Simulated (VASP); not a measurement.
Crystal: Pd.

```xyz
2
Lattice="2.7497 0.0000 0.0000 -1.3748 2.3813 0.0000 0.0000 0.0000 4.4902" Properties=species:S:1:pos:R:3 pbc="T T T"
Pd    0.0000    1.5875    1.1225
Pd    1.3748    0.7938    3.3676
```

This isn't the form of Pd at room conditions, which is fcc.

| Quantity | Value |
| --- | --- |
| Program | VASP 6.6.1 |
| Task | relaxation of cell and atoms |
| Functional | LDA |
| Potentials or basis | VASP PAW LDA potentials, release 64 (Pd) |
| Cutoff | 600 eV |
| k mesh | 18 × 18 × 10 |
| Occupations | gaussian, width 0.1 eV |
| Spin | no spin polarisation |

At the start: pressure -6.6 GPa; volume 14.70 Å³/atom.

Problem. How do energy, volume and symmetry change on relaxing?

Solution. Over 9 steps the energy falls by 13.8 meV/atom and the volume is 14.23 Å³/atom (-3.2 %); space group P6_3/mmc (No. 194, to 0.05 Å).

The path:
| step | energy change (eV) | largest force (eV/Å) | pressure (GPa) | volume (Å³) |
| --- | --- | --- | --- | --- |
| 1 | 0.0000 | 0.0000 | -6.56 | 29.40 |
| 2 | 0.0393 | 0.0000 | 14.51 | 26.91 |
| 3 | -0.0231 | 0.0000 | 0.30 | 28.42 |
| 4 | -0.0231 | 0.0000 | 0.49 | 28.40 |
| 5 | -0.0270 | 0.0000 | 0.32 | 28.41 |
| 6 | -0.0276 | 0.0000 | 0.29 | 28.42 |
| 7 | -0.0276 | 0.0000 | 0.29 | 28.42 |
| 8 | -0.0275 | 0.0000 | -0.56 | 28.52 |
| 9 | -0.0276 | 0.0000 | -0.03 | 28.46 |

Final structure:
```cif
data_structure
_symmetry_space_group_name_H-M 'P 1'
_symmetry_Int_Tables_number 1
_cell_length_a 2.6947
_cell_length_b 2.6947
_cell_length_c 4.5254
_cell_angle_alpha 90.000
_cell_angle_beta 90.000
_cell_angle_gamma 120.000
_cell_volume 28.46
loop_
_atom_site_label
_atom_site_type_symbol
_atom_site_fract_x
_atom_site_fract_y
_atom_site_fract_z
_atom_site_occupancy
Pd1 Pd 0.33333 0.66667 0.25000 1
Pd2 Pd 0.66667 0.33333 0.75000 1
```
